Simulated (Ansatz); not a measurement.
## Calculated quadrupolar parameters for InSb

The cell is a COD entry, its atoms then relaxed with PBE in this cell.

```yaml
crystal:
  lattice:
    - [5.35700, 0.00000, 0.00000]
    - [0.00000, 5.71200, 0.00000]
    - [0.00000, 0.00000, 3.06300]
  atoms:
    - { symbol: In, position: [0.00000, 0.00000, 0.17224] }
    - { symbol: In, position: [0.50000, 0.50000, 0.82776] }
    - { symbol: Sb, position: [0.50000, 0.00000, 0.71496] }
    - { symbol: Sb, position: [0.00000, 0.50000, 0.28504] }
```

Atom numbers follow the list; atoms alike are taken as one site, whose name carries the number of the first.

Level of theory: DFT, LDA, plane waves and PAW, scalar-relativistic, 420 eV cutoff, Γ-centred 9×8×15 k-points, Fermi–Dirac smearing 0.05 eV (Ansatz 0.2.0).

V_zz is the principal component of the electric field gradient with the largest magnitude, η = (V_xx − V_yy)/V_zz and C_Q = eQV_zz/h.

115In: I = 9/2, Q = 772.0 mb; ¹²³Sb: I = 7/2, Q = -692.0 mb. Nuclear quadrupole moments: year-2017 set (Pyykkö).

```csv
site,atoms (order as listed),first shell,"V_xx, V_yy, V_zz (10²¹ V/m²)",η,C_Q (MHz)
In,"1, 2","6 Sb at 2.88–3.15 Å, 2 In at 3.06 Å","2.06, 3.65, -5.71",0.28,-107
Sb,"3, 4","6 In at 2.88–3.15 Å, 2 Sb at 3.06 Å; also 2 In at 3.94 Å","-0.52, -11.41, 11.93",0.91,-200
```

At this cell the LDA pressure is 8 GPa, so with LDA the cell would grow if it were relaxed. The run finds no gap above 0.1 eV (a metal, or nearly one), so the gradients can move by 10 % or more with the k-mesh. Without spin–orbit coupling (the program notes it for In and Sb) the gradients can shift somewhat, as the gap is small.

Hardware: 1 thread of Intel Xeon Platinum 8259CL CPU @ 2.50GHz (Skylake/Cascade Lake) (x86_64; 16 cores open to the job, memory cap 3.0 GiB, no GPU), a shared host with a load of 0.4 a core. Wall time 45 s, CPU time 45 s, peak memory 0.76 GiB.
